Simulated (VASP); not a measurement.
A VASP 6.6.1 single-point calculation on LiH

INCAR

```
LCHARG = .FALSE.
PREC = Accurate
ISMEAR = 0
ISIF = 2
LREAL = .FALSE.
ENCUT = 520
LWAVE = .FALSE.
NELM = 92
NSW = 0
EDIFF = 1E-7
NBANDS = 9
SIGMA = 0.01
METAGGA = R2SCAN
IBRION = -1
LASPH = .TRUE.
ALGO = Normal
```

KPOINTS

```
KPOINTS created by Atomic Simulation Environment
0
Gamma
8 8 8
0 0 0
```

POSCAR

```
Li H
 1.0000000000000000
     0.0000000000000000    2.0029948411000000    2.0029948411000000
     2.0029948411000000    0.0000000000000000    2.0029948411000000
     2.0029948411000000    2.0029948411000000    0.0000000000000000
 Li  H
   1   1
Cartesian
  0.0000000000000000  0.0000000000000000  0.0000000000000000
  2.0029948411000000  2.0029948411000000  2.0029948411000000
```

The recommended PBE PAW datasets give the neutral cell 4 valence electrons.

Command

```
mpirun -np 1 vasp_std
```

OSZICAR

```
N       E                     dE             d eps       ncg     rms          rms(c)
DAV:   1    -0.238890937476E+01   -0.23889E+01   -0.15410E+03   530   0.409E+02
DAV:   2    -0.735387979192E+01   -0.49650E+01   -0.49410E+01   742   0.584E+01
DAV:   3    -0.740987063553E+01   -0.55991E-01   -0.55981E-01   664   0.556E+00
DAV:   4    -0.741019649597E+01   -0.32586E-03   -0.32584E-03   752   0.317E-01
DAV:   5    -0.741019733599E+01   -0.84002E-06   -0.84006E-06   665   0.103E-02    0.274E+00
DAV:   6    -0.688026900492E+01    0.52993E+00   -0.16402E-01   661   0.265E+00    0.161E+00
DAV:   7    -0.681653442004E+01    0.63735E-01   -0.19282E-01   531   0.204E+00    0.286E-01
DAV:   8    -0.681698864459E+01   -0.45422E-03   -0.64426E-03   583   0.547E-01    0.120E-01
DAV:   9    -0.681747881679E+01   -0.49017E-03   -0.10617E-03   596   0.234E-01    0.226E-02
DAV:  10    -0.681747239265E+01    0.64241E-05   -0.53397E-05   639   0.571E-02    0.318E-03
DAV:  11    -0.681747220580E+01    0.18684E-06   -0.14337E-06   673   0.120E-02    0.638E-04
DAV:  12    -0.681747182992E+01    0.37588E-06   -0.60152E-08   631   0.186E-03    0.239E-04
DAV:  13    -0.681747182914E+01    0.78612E-09   -0.26913E-09   342   0.487E-04
   1 F= -.68174718E+01 E0= -.68174718E+01  d E =0.000000E+00
```

From OUTCAR

```
k-points           NKPTS =     29   k-points in BZ     NKDIM =     29   number of bands    NBANDS=      9

   NELECT =       4.0000    total number of electrons

   dimension x,y,z NGX =    24 NGY =   24 NGZ =   24
   dimension x,y,z NGXF=    48 NGYF=   48 NGZF=   48

  energy-cutoff  :      520.00
  volume of cell :       16.07
      direct lattice vectors                 reciprocal lattice vectors
     0.000000000  2.002994841  2.002994841    -0.249626205  0.249626205  0.249626205
     2.002994841  0.000000000  2.002994841     0.249626205 -0.249626205  0.249626205
     2.002994841  2.002994841  0.000000000     0.249626205  0.249626205 -0.249626205

 k-points in reciprocal lattice and weights: KPOINTS created by Atomic Simulation Env
   0.00000000  0.00000000  0.00000000       0.002
   0.12500000  0.00000000  0.00000000       0.016
   0.25000000  0.00000000  0.00000000       0.016
   0.37500000  0.00000000  0.00000000       0.016
   0.50000000  0.00000000  0.00000000       0.008
   0.12500000  0.12500000  0.00000000       0.012
   0.25000000  0.12500000  0.00000000       0.047
   0.37500000  0.12500000  0.00000000       0.047
   ...

 E-fermi :   0.0540

 k-point     1 :       0.0000    0.0000    0.0000
  band No.  band energies     occupation
      1     -45.9098      2.00000
      2      -5.6306      2.00000
      3      17.4880      0.00000
      4      19.2414      0.00000
      5      19.2414      0.00000
      6      19.2420      0.00000
      7      23.6702      0.00000
      8      23.6702      0.00000
      9      23.6703      0.00000

 k-point     2 :       0.1250    0.0000    0.0000
  band No.  band energies     occupation
      1     -45.9033      2.00000
      2      -5.3500      2.00000
      3      14.8714      0.00000
      4      17.8863      0.00000
      5      18.6047      0.00000
      6      18.6052      0.00000
      7      23.6138      0.00000
      8      25.0868      0.00000
      9      25.0871      0.00000

 k-point     3 :       0.2500    0.0000    0.0000
  band No.  band energies     occupation
      1     -45.8874      2.00000
      2      -4.5492      2.00000
      3      10.4545      0.00000
      4      16.2906      0.00000
      5      17.8720      0.00000
      6      17.8725      0.00000
      7      23.2246      0.00000
      8      23.2248      0.00000
      9      25.2812      0.00000

 k-point     4 :       0.3750    0.0000    0.0000
  band No.  band energies     occupation
      1     -45.8714      2.00000
      2      -3.4514      2.00000
      3       6.9529      0.00000
      4      15.1735      0.00000
      5      17.7500      0.00000
      6      17.7505      0.00000
      7      20.7727      0.00000
      8      20.7728      0.00000
      9      27.6742      0.00000

 k-point     5 :       0.5000    0.0000    0.0000
  band No.  band energies     occupation
      1     -45.8649      2.00000
      2      -2.8211      2.00000
      3       5.5000      0.00000
      4      14.7784      0.00000
      5      17.9973      0.00000
      6      17.9980      0.00000
      7      19.6515      0.00000
      8      19.6516      0.00000
      9      29.2630      0.00000

 ...

  Total       -0.0541248     -0.0541248     -0.0541248      0.0000000      0.0000000     -0.0000000
  in kB       -5.3955728     -5.3955728     -5.3955728      0.0000000      0.0000000     -0.0000000
  external PRESSURE =      -5.3955728 kB  Pullay stress =       0.0000000 kB

 POSITION                                       TOTAL-FORCE (eV/Angst)
 -----------------------------------------------------------------------------------
      0.00000      0.00000      0.00000         0.000000     -0.000000      0.000000
      2.00299      2.00299      2.00299        -0.000000      0.000000     -0.000000
 -----------------------------------------------------------------------------------
    total drift:                                0.000000     -0.000000     -0.000000

  FREE ENERGIE OF THE ION-ELECTRON SYSTEM (eV)
  ---------------------------------------------------
  free  energy   TOTEN  =        -6.8174718291 eV

  energy  without entropy=       -6.8174718291  energy(sigma->0) =       -6.81747183
```

It converged. Results: gap between bands v and c on the k mesh 3.58 eV; least direct gap on the k mesh 3.58 eV; pressure -0.5 GPa. Band v is the last that the valence electrons fill when counted band by band, and c is the next.

For comparison, a separate r²SCAN run of the intended cell, on usual settings and not on those above, gives a gap of 3.58 eV on its mesh and a pressure of -0.5 GPa.

The run above took about 11 s on one core of a shared host (Intel Xeon Platinum 8488C) and held 0.13 GiB at most.
